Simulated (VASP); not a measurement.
A run of VASP 6.6.1 is set up as follows.

The input INCAR:

```
ALGO = Normal
EDIFF = 1E-6
EDIFFG = -0.01
ENCUT = 600
GGA = PE
IBRION = 2
ISIF = 3
ISMEAR = -1
LASPH = T
LCHARG = F
LREAL = F
LWAVE = F
NELM = 60
NSW = 60
PREC = Accurate
SIGMA = 0.05
```

File KPOINTS:

```
k-points
0
Gamma
  12 12 11
```

File POSCAR:

```
Si
1.0
    2.6205428149      0.0000000000      0.0000000000
   -1.3102714075      2.2694566494      0.0000000000
    0.0000000000      0.0000000000      2.4663543900
Si
1
Direct
    0.0000000000      0.0000000000      0.0000000000
```

Potentials or basis: VASP PAW PBE potentials, release 64 (Si).

Run with:

```console
$ cat potpaw_PBE.64/Si/POTCAR > POTCAR
$ mpirun -np 1 vasp_std > vasp.out
```

Predict the band gap on the k mesh.

none (metal or under the smearing width).

Predict the space group after relaxing (to 0.05 Å).

P6/mmm (No. 191).

Predict the relaxed volume.

15.03 Å³/atom.

Predict the relaxed cell.

a = 2.633 Å, b = 2.633 Å, c = 2.505 Å, α = 90.00°, β = 90.00°, γ = 120.00°.

Final structure:
```
CELL_PARAMETERS angstrom
2.63264 0.00000 0.00000
-1.31632 2.27994 0.00000
0.00000 0.00000 2.50472
ATOMIC_POSITIONS crystal
Si 0.00000 0.00000 0.00000
```
